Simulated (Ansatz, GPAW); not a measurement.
CaO: 3 runs at one level of theory

```
CELL_PARAMETERS angstrom
0.00000 2.40356 2.40356
2.40356 0.00000 2.40356
2.40356 2.40356 0.00000
ATOMIC_POSITIONS crystal
Ca 0.00000 0.00000 0.00000
O 0.50000 0.50000 0.50000
```

The cell is a database's computed one, not the measured one.

Alike in all runs: task band structure; functional revPBE; k mesh 10 × 10 × 10; occupations fermi-dirac, width 0.05 eV; no spin polarisation; no spin-orbit coupling. Pressure is positive in compression and, in plane waves, holds the error of the finite cutoff, which Ansatz's Pulay term estimates and takes out. Gaps are the smaller of the mesh's and the band path's.

```
                                                    program and potentials  plane-wave cutoff (eV)                                                                                   notes  band gap (eV)  pressure (GPa)
                                                        Ansatz, Ansatz PAW                     420  potentials made for PBE, which Ansatz adapts in part; Pulay term of +0.37 GPa included           3.74            4.42
GPAW, the program's PAW data sets (release 1.2.1) made for this functional                     800                                                                                       -           3.77            4.96
                            Ansatz, all-electron LAPW, scalar-relativistic                       -                                                                                       -           3.73            4.40
```

The band gap spans 3.73 (Ansatz, all-electron LAPW, scalar-relativistic) to 3.77 eV (GPAW, the program's PAW data sets (release 1.2.1) made for this functional), with all-electron results at 3.73. The pressure spans 4.40 (Ansatz, all-electron LAPW, scalar-relativistic) to 4.96 GPa (GPAW, the program's PAW data sets (release 1.2.1) made for this functional), with all-electron results at 4.40. Some sets were made for another functional than the one run, which can shift their rows.

The functional is the same throughout but for its coding, so the spread measures potentials, basis and numerics; runs on potential files found faulty are left out.
